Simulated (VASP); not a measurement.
# MgS: convergence, vacuum levels of a slab or layer

MgS, slab, 4 atoms in the cell. PBE; PAW potentials S, Mg (PBE set). VASP 6.6.1.

Wanted: face levels within 0.04 eV; energy within 2 meV/atom; forces within 0.02 eV/Å.

Crystal: MgS, Fm-3m; Face: (1 1 1); Atomic planes: 4; Dipole correction: yes.

Face levels: vacuum level at each face, counted from the Fermi level.

POSCAR of the starting run:
```
MgS
1.0
    3.6934804547      0.0000000000      0.0000000000
   -1.8467402274      3.1986479023      0.0000000000
    0.0000000000      0.0000000000     19.5235712447
S Mg
2 2
Direct
    0.1666666667      0.5833333333      0.3841510299
    0.8333333334      0.9166666667      0.5386163234
    0.5000000000      0.2500000000      0.4613836766
    0.1666666667      0.5833333333      0.6158489701
```

The series start from vacuum (Å): 15; correction: LDIPOL, IDIPOL 3, DIPOL, AMIN 0.01; k spacing (1/Å): 0.3; Cutoff ENCUT (eV): 340; SCF threshold EDIFF (eV): 1e-6; PREC: Accurate; ALGO: Normal. Each series keeps the choices made before it, and each single choice may use up half of a tolerance.

## Vacuum (Å)

| Vacuum (Å) | Face levels, largest deviation (eV) | Energy less reference (meV/atom) | Forces, largest deviation (eV/Å) | SCF iterations | Time (s) |
|---|---|---|---|---|---|
| 6 | 0.422 | 3.3 | 0.054 | 17 | 13 |
| 8 | 0.089 | 0.4 | 0.008 | 17 | 16 |
| 10 | 0.017 | 0.0 | 0.001 | 24 | 24 |
| 12 | 0.009 | -0.1 | 0.000 | 24 | 24 |
| 15 | 0.016 | -0.1 | 0.007 | 19 | 23 |
| 20 | 0.004 | 0.0 | 0.002 | 28 | 44 |
| 25 (reference) | 0.000 | 0.0 | 0.000 | 30 | 54 |

Chosen: 10, the loosest value from which every tighter one stays within half of the tolerance.

## Correction

| Correction | Face levels, largest deviation (eV) | Energy less reference (meV/atom) | Forces, largest deviation (eV/Å) | SCF iterations | Time (s) |
|---|---|---|---|---|---|
| LDIPOL, IDIPOL 3, DIPOL, AMIN 0.01 | 0.000 | 0.0 | 0.000 | 24 | 24 |
| LDIPOL, default AMIN | 0.001 | 0.0 | 0.000 | 21 | 21 |
| LDIPOL, no DIPOL | 0.022 | 0.0 | 0.001 | 23 | 23 |
| IDIPOL 3 alone (energy only) | 1.584 | 13.9 | 0.050 | 21 | 22 |
| kernel truncation, coarsened | 0.131 | 0.1 | 0.000 | 21 | 32 |
| kernel truncation, full padding | 0.002 | 0.1 | 0.000 | 21 | 38 |

Chosen: LDIPOL, default AMIN; it saves 2.4 s of 24, so LDIPOL, IDIPOL 3, DIPOL, AMIN 0.01 would do nearly as well.

## k spacing (1/Å)

| k spacing (1/Å) | Face levels, largest deviation (eV) | Energy less reference (meV/atom) | Forces, largest deviation (eV/Å) | SCF iterations | Time (s) |
|---|---|---|---|---|---|
| 0.6 | 0.233 | 1.5 | 0.142 | 22 | 21 |
| 0.45 | 0.146 | -4.9 | 0.051 | 19 | 24 |
| 0.3 | 0.044 | 1.7 | 0.018 | 21 | 21 |
| 0.22 | 0.019 | 2.2 | 0.009 | 19 | 26 |
| 0.16 (reference) | 0.000 | 0.0 | 0.000 | 20 | 36 |

Chosen: 0.16; the next looser run is off by more than half of the tolerance, so convergence isn't shown beyond this value.

## Cutoff ENCUT (eV)

| Cutoff ENCUT (eV) | Face levels, largest deviation (eV) | Energy less reference (meV/atom) | Forces, largest deviation (eV/Å) | SCF iterations | Time (s) |
|---|---|---|---|---|---|
| 210 | 0.002 | 4.4 | 0.021 | 23 | 20 |
| 260 | 0.003 | 3.2 | 0.002 | 22 | 27 |
| 300 | 0.001 | 0.9 | 0.004 | 20 | 36 |
| 340 | 0.000 | 0.1 | 0.001 | 20 | 36 |
| 390 | 0.000 | 0.0 | 0.000 | 20 | 40 |
| 470 (reference) | 0.000 | 0.0 | 0.000 | 20 | 65 |

Chosen: 300.

## SCF threshold EDIFF (eV)

| SCF threshold EDIFF (eV) | Face levels, largest deviation (eV) | Energy less reference (meV/atom) | Forces, largest deviation (eV/Å) | SCF iterations | Time (s) |
|---|---|---|---|---|---|
| 0.001 | 0.036 | 0.0 | 0.024 | 13 | 21 |
| 0.0001 | 0.023 | 0.0 | 0.005 | 15 | 24 |
| 1e-5 | 0.036 | 0.0 | 0.001 | 15 | 25 |
| 1e-6 | 0.001 | 0.0 | 0.000 | 20 | 36 |
| 1e-7 (reference) | 0.000 | 0.0 | 0.000 | 22 | 44 |

Chosen: 1e-6.

## PREC

| PREC | Face levels, largest deviation (eV) | Energy less reference (meV/atom) | Forces, largest deviation (eV/Å) | SCF iterations | Time (s) |
|---|---|---|---|---|---|
| Accurate | 0.000 | 0.0 | 0.000 | 20 | 36 |
| Normal | 0.001 | 0.0 | 0.001 | 20 | 18 |

Chosen: Normal, the fastest of those that stay within half of the tolerance.

## ALGO

| ALGO | Face levels, largest deviation (eV) | Energy less reference (meV/atom) | Forces, largest deviation (eV/Å) | SCF iterations | Time (s) |
|---|---|---|---|---|---|
| Normal | 0.000 | 0.0 | 0.000 | 20 | 18 |
| Fast | 0.001 | 0.0 | 0.000 | 22 | 19 |
| All | 0.003 | 0.0 | 0.004 | 27 | 24 |

Chosen: Normal; no other choice that stays within half of the tolerance saves 30 % of the time.

## All choices together

| Input | Face levels, largest deviation (eV) | Energy less reference (meV/atom) | Forces, largest deviation (eV/Å) | Time (s) |
|---|---|---|---|---|
| starting input without the dipole correction (naive) | 1.470 | -5.5 | 0.019 | 25 |
| chosen settings | 0.021 | 0.8 | 0.005 | 18 |
| reference settings throughout | 0.000 | 0.0 | 0.000 | 128 |

The chosen settings stay within the tolerance of the reference run, but the reference itself isn't shown to be converged in: k spacing (1/Å).

Values of the reference run: Face levels: 3.942, 7.255 eV.

## The input

INCAR:
```
PREC = Normal
ENCUT = 300
EDIFF = 1E-6
ISMEAR = 0
SIGMA = 0.1
LREAL = False
LASPH = True
ALGO = Normal
NELM = 150
LWAVE = False
LCHARG = False
GGA = PE
KPAR = 4
LVHAR = True
LVACPOTAV = True
LDIPOL = True
IDIPOL = 3
DIPOL = 0.5 0.5 0.5
```

KPOINTS:
```
Automatic mesh
0
Gamma
  13 13 1
  0 0 0
```

POSCAR:
```
MgS
1.0
    3.6934804547      0.0000000000      0.0000000000
   -1.8467402274      3.1986479023      0.0000000000
    0.0000000000      0.0000000000     14.5235712447
S Mg
2 2
Direct
    0.1666666667      0.5833333333      0.3442679432
    0.8333333334      0.9166666667      0.5519106856
    0.5000000000      0.2500000000      0.4480893144
    0.1666666667      0.5833333333      0.6557320568
```

Commands:
```
cat potpaw_PBE.64/S/POTCAR potpaw_PBE.64/Mg/POTCAR > POTCAR
mpirun -np 4 vasp_std > vasp.out
```

Limits: The program found no field-free region, so the vacuum level is rough.

The chosen input took VASP 6.6.1 18 s on 4 cores (AMD EPYC 7571), a shared host.

## An input that fails: vacuum far too thin for the dipole correction

It runs to its end, but against the unchanged starting input it is off by 3.481 eV in the face levels, 190.6 meV/atom in the energy, 1.759 eV/Å in the forces.

Vacuum (Å): 15 becomes 3.

Changes against the starting input:
```
(POSCAR)
-    0.0000000000      0.0000000000     19.5235712447
+    0.0000000000      0.0000000000      7.5235712447
-    0.1666666667      0.5833333333      0.3841510299
-    0.8333333334      0.9166666667      0.5386163234
-    0.5000000000      0.2500000000      0.4613836766
-    0.1666666667      0.5833333333      0.6158489701
+    0.1666666667      0.5833333333      0.1993734028
+    0.8333333334      0.9166666667      0.6002088657
+    0.5000000000      0.2500000000      0.3997911343
+    0.1666666667      0.5833333333      0.8006265972
```
